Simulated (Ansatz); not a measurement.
Strain and the gap of HfO2 (P2_1/c)

A 12-atom cell of HfO2 (P2_1/c) from a materials database, relaxed with r2SCAN in Ansatz 0.2.0. It is monoclinic, P2_1/c (No. 14); a = 5.114 Å, b = 5.181 Å, c = 5.295 Å, β = 99.5° in the conventional setting, 11.53 Å³ an atom. Hf is surrounded by 7 O at 2.04–2.25 Å; O is surrounded by 4 Hf at 2.14–2.25 Å; O is surrounded by 3 Hf at 2.04–2.14 Å.

The axes x, y and z are those of this cell:
```
CELL_PARAMETERS angstrom
5.11386 0.00000 0.00476
0.00000 5.18141 0.00000
-0.87469 0.00000 5.22228
ATOMIC_POSITIONS crystal
Hf 0.27619 0.45818 0.70819
Hf 0.72381 0.95818 0.79181
Hf 0.72381 0.54182 0.29181
Hf 0.27619 0.04182 0.20819
O 0.44793 0.74232 0.97851
O 0.55207 0.24232 0.52149
O 0.55207 0.25768 0.02149
O 0.44793 0.75768 0.47851
O 0.07015 0.33387 0.34395
O 0.92985 0.83387 0.15605
O 0.92985 0.66613 0.65605
O 0.07015 0.16613 0.84395
```

Unstrained: With PBE the valence top lies at Γ and the conduction bottom at Y₂, 4.089 eV higher; the smallest vertical gap, at Y₂, is 4.181 eV. The r2SCAN gap is indirect, 4.595 eV (Γ to Y₂), below the direct gap of 4.684 eV at Y₂. With HSE06 the valence top lies at Γ and the conduction bottom at Y₂, 5.688 eV higher; the smallest vertical gap, at Y₂, is 5.782 eV. Meshes: PBE 6×6×6, r2SCAN 6×6×6, HSE06 4×4×4. Strains are changes of length per length. After each strain the atoms were relaxed again with r2SCAN within the symmetry that the strain leaves, so tilts or polar shifts that break it weren't tested; points keep the names that they have in the unstrained zone. Calculated for a static, non-magnetic cell.

Changes of the least gap in eV (an overlap counts as a negative gap):

| strain | volume change (%) | space group | PBE | r2SCAN | HSE06 | energy rise, r2SCAN (meV/atom) |
| --- | --- | --- | --- | --- | --- | --- |
| uniaxial -3.0 % along z | -3.0 | P2_1/c | +0.133 | +0.139 | +0.150 | 8.6 |
| uniaxial -2.0 % along z | -2.0 | P2_1/c | +0.057 | +0.060 | +0.065 | 3.9 |
| uniaxial -1.0 % along z | -1.0 | P2_1/c | +0.010 | +0.012 | +0.013 | 1.0 |
| uniaxial +1.0 % along z | +1.0 | P2_1/c | +0.017 | +0.017 | +0.017 | 1.0 |
| uniaxial +2.0 % along z | +2.0 | P2_1/c | +0.051 | +0.050 | +0.052 | 4.2 |
| uniaxial +3.0 % along z | +3.0 | P2_1/c | +0.089 | +0.088 | +0.093 | 9.6 |

Uniaxial -3.0 % along z, other directions held. HSE06: the gap goes from 5.688 to 5.838 eV (+0.150 eV); the edges go from Γ → Y₂ to Γ–A (0.17) → Y₂. Stress change with r2SCAN, compression positive: xx +2.80, yy +4.83, zz +7.89, xz +0.76 GPa.

Uniaxial -2.0 % along z, other directions held. HSE06: the gap goes from 5.688 to 5.753 eV (+0.065 eV). Stress change with r2SCAN, compression positive: xx +1.84, yy +3.31, zz +5.29, xz +0.40 GPa.

Uniaxial -1.0 % along z, other directions held. HSE06: the gap goes from 5.688 to 5.701 eV (+0.013 eV). Stress change with r2SCAN, compression positive: xx +0.93, yy +1.70, zz +2.70, xz +0.14 GPa.

Uniaxial +1.0 % along z, other directions held. HSE06: the gap goes from 5.688 to 5.705 eV (+0.017 eV). Stress change with r2SCAN, compression positive: xx -1.02, yy -1.72, zz -2.90 GPa.

Uniaxial +2.0 % along z, other directions held. HSE06: the gap goes from 5.688 to 5.740 eV (+0.052 eV). Stress change with r2SCAN, compression positive: xx -2.08, yy -3.32, zz -5.95, xz +0.09 GPa.

Uniaxial +3.0 % along z, other directions held. HSE06: the gap goes from 5.688 to 5.781 eV (+0.093 eV). Stress change with r2SCAN, compression positive: xx -3.13, yy -4.77, zz -8.94, xz +0.26 GPa.

Spin-orbit coupling is left out, which matters wherever the heavy atoms make up the band edges.

Where an edge lies off the special points, it is a point of the mesh or the k point where a search put PBE's edge or least direct gap, reused for the other functionals, whose own edges may lie a little apart.

The meshes of the hybrids are coarse, so their gaps aren't converged to the digits shown.
